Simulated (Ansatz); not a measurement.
The system is KTaO3.

```
CELL_PARAMETERS angstrom
3.98830 0.00000 0.00000
0.00000 3.98830 0.00000
0.00000 0.00000 3.98830
ATOMIC_POSITIONS crystal
Ta 0.00000 0.00000 0.00000
K 0.50000 0.50000 0.50000
O 0.00000 0.00000 0.50000
O 0.00000 0.50000 0.00000
O 0.50000 0.00000 0.00000
```

Base run:

| Property | Result |
| --- | --- |
| Program | Ansatz 0.2.0 |
| Functional | PBE |
| Potentials or basis | all-electron LAPW, scalar-relativistic |
| Cutoff | 467 eV |
| Density cutoff | 1869 eV |
| Basis error allowed | 0.001 eV/atom |
| k mesh | 7 × 7 × 7 |
| Occupations | fermi-dirac, width 0.05 eV |
| Spin | no spin polarisation |

Its results: band gap on the k mesh 2.29 eV, indirect (least direct gap 2.83 eV); pressure 5.5 GPa.

Task: After a change of settings the same cell gave: band gap on the k mesh 2.14 eV, indirect (least direct gap 2.69 eV); pressure -5.5 GPa. Which change was it?
A. functional from PBE to PBEsol
B. basis error allowed from 0.001 eV/atom to 0.002 eV/atom
C. functional from PBE to LDA; basis error allowed from 0.001 eV/atom to 0.002 eV/atom
D. functional from PBE to PBEsol; basis error allowed from 0.001 eV/atom to 0.002 eV/atom

Result: C.

Caveats: spin-orbit coupling is left out, which moves the levels of the heavy elements; an odd mesh through Γ misses points on the zone boundary, where band edges often lie (some runs).

Not every run made on this cell is shown here.
